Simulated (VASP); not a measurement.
A run of VASP 6.6.1 is set up as follows.

The input INCAR:

```
ALGO     = Normal         # electronic algorithm
EDIFF    = 1E-7           # SCF threshold, eV
ENCUT    = 520            # plane-wave cutoff, eV
GGA      = PS             # functional
ISIF     = 2              # what is computed and relaxed
ISMEAR   = -1             # smearing method
LASPH    = True           # aspherical terms in the spheres
LCHARG   = True           # write CHGCAR
LELF     = True           # ELF
LREAL    = False          # projectors in reciprocal space
LVHAR    = True         
LWAVE    = False          # write WAVECAR
NBANDS   = 20             # bands
NELM     = 100            # most SCF steps
PREC     = Accurate       # precision mode
SIGMA    = 0.05           # smearing width, eV
```

File KPOINTS:

```
k-points
0
Gamma
  8 8 5
```

The input POSCAR:

```
SnSe2
1.0
    3.8110000000      0.0000000000      0.0000000000
   -1.9055000000      3.3004228138      0.0000000000
    0.0000000000      0.0000000000      6.1360000000
Sn Se
1 2
Direct
    0.0000000000      0.0000000000      0.0000000000
    0.6666666667      0.3333333333      0.7510000000
    0.3333333333      0.6666666667      0.2490000000
```

Potentials or basis: VASP PAW PBE potentials, release 64 (Sn_d, Se).

The run is started by

```bash
$ cat potpaw_PBE.64/Sn_d/POTCAR potpaw_PBE.64/Se/POTCAR > POTCAR
$ mpirun -np 1 vasp_std > vasp.out
```

Problem. What does it give for the band gap on the k mesh?

Solution. 0.73 eV, indirect (least direct gap 1.00 eV).

Problem. Estimate the pressure.

Solution. 2.6 GPa.

Forces on the atoms (eV/Å):
```
Sn   0.000  0.000  0.000
Se   0.000  0.000 -0.622
Se   0.000  0.000  0.622
```

Caveat: the PAW data sets were made with another functional, which shifts forces and pressure a little; spin-orbit coupling is left out, which moves the levels of the heavy elements; an odd mesh through Γ misses points on the zone boundary, where band edges often lie; this functional lacks dispersion, which binds the layers, so the pressure and a relaxed spacing across them are unreliable.
